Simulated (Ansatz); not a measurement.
Runs of Ansatz 0.2.0 on InPd. Symmetry: Pm-3m, No. 221, cubic system. Conventional cell: a = 3.272 Å, b = 3.272 Å, c = 3.272 Å, α = 90.00°, β = 90.00°, γ = 90.00°. Around In (site symmetry m-3m) lie 8 Pd at 2.83 Å. Around Pd (site symmetry m-3m) lie 8 In at 2.83 Å. The cell comes from a database or a generator and needn't be the stable form of this composition.

| task | level | cell | cutoff (eV) | pressure (GPa) | relaxed volume (Å³/atom) |
| --- | --- | --- | --- | --- | --- |
| band structure | PBEsol | as given | 250 | -3.0 | - |
| band structure | revPBE | as given | 250 | (a) | - |
| band structure | PBE | as given | 250 | 3.6 | - |
| band structure | BLYP | as given | 250 | 11.4 | - |
| band structure | RPBE | as given | 250 | 7.1 | - |
| band structure | LDA | as given | 250 | (b) | - |
| relaxation of cell and atoms | PBEsol+D4 | relaxed | - | 0.0 | 16.81 |
| relaxation of cell and atoms | PBEsol | relaxed | - | 0.0 | (c) |
| relaxation of cell and atoms | PBEsol+D3(BJ) | relaxed | - | 0.0 | 16.51 |

Alike in all rows: potentials or basis all-electron LAPW, scalar-relativistic; no spin polarisation; k mesh 8 × 8 × 8; smearing fermi-dirac 0.05 eV; basis error allowed 0.001 eV/atom.

Estimate the missing entries.

(a) 6.1; (b) -7.0; (c) 17.11.
